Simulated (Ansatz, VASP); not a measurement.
BN in VASP and in Ansatz

```xyz
2
Lattice="0.0000 1.8130 1.8130 1.8130 0.0000 1.8130 1.8130 1.8130 0.0000" Properties=species:S:1:pos:R:3 pbc="T T T"
B     0.1237    0.1237    0.0000
N     2.7195    2.7195    2.7195
```

Change from the starting cell: all B atoms moved +0.175 Å, as atom 1 along Cartesian [1 1 0].

Alike in both runs: task single point; functional PBE; k mesh 12 × 12 × 12; occupations gaussian, width 0.05 eV; no spin polarisation.

|  | VASP | Ansatz |
| --- | --- | --- |
| version | VASP 6.6.1 | Ansatz 0.2.0 |
| potentials or method | VASP PAW PBE potentials, release 64 (B, N) | scalar-relativistic, plane waves, PAW |
| plane-wave cutoff (eV) | 520 | 420 |
| valence electrons in the cell | 8 | 8 |

|  | VASP | Ansatz | Ansatz less VASP |
| --- | --- | --- | --- |
| gap on the k mesh at the Fermi level (eV) | 2.88 | 2.89 | +0.012 |
| least direct gap on the mesh (eV) | 6.94 | 6.94 | +0.003 |
| pressure (GPa) | 8.6 | 8.5 | -0.14 |
| largest component of the traceless stress (GPa) | 9.36 | 9.38 | +0.017 |
| rms of the force components (eV/Å) | 2.514 | 2.507 | -0.0069 |

Atom by atom the forces differ by 0.007 eV/Å (rms over components).

Caveats: forces of over 1 eV/Å show positions far from the minimum, so gaps and moduli don't describe the material at rest. A k mesh can miss the band edges.
